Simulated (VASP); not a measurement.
Be2C:

```
CELL_PARAMETERS angstrom
0.00000 2.16226 2.16226
2.16226 0.00000 2.16226
2.16226 2.16226 0.00000
ATOMIC_POSITIONS crystal
Be 0.75000 0.75000 0.75000
Be 0.25000 0.25000 0.25000
C 0.00000 0.00000 0.00000
```

The cell is a database's computed one.

- Program: VASP 6.6.1
- Task: relaxation of cell and atoms
- Functional: PBE
- Dispersion: D3(BJ)
- Potentials or basis: VASP PAW PBE potentials, release 64 (Be, C)
- Cutoff: 600 eV
- k mesh: 6 × 6 × 6
- Occupations: gaussian, width 0.1 eV
- Spin: no spin polarisation

At the start: pressure -6.8 GPa; volume 6.74 Å³/atom.

Question: Where does the relaxation end?

Answer: Over 3 steps the energy falls by 4.9 meV/atom and the volume is 6.52 Å³/atom (-3.3 %); space group Fm-3m (No. 225, to 0.05 Å).

The path:
| step | energy change (eV) | largest force (eV/Å) | pressure (GPa) | volume (Å³) |
| --- | --- | --- | --- | --- |
| 1 | 0.0000 | 0.0000 | -6.79 | 20.22 |
| 2 | -0.0139 | 0.0000 | 1.71 | 19.39 |
| 3 | -0.0147 | 0.0000 | 0.00 | 19.55 |

Final structure:
```xyz
3
Lattice="0.0000 2.1380 2.1380 2.1380 0.0000 2.1380 2.1380 2.1380 0.0000" Properties=species:S:1:pos:R:3 pbc="T T T"
Be    3.2070    3.2070    3.2070
Be    1.0690    1.0690    1.0690
C     0.0000    0.0000    0.0000
```
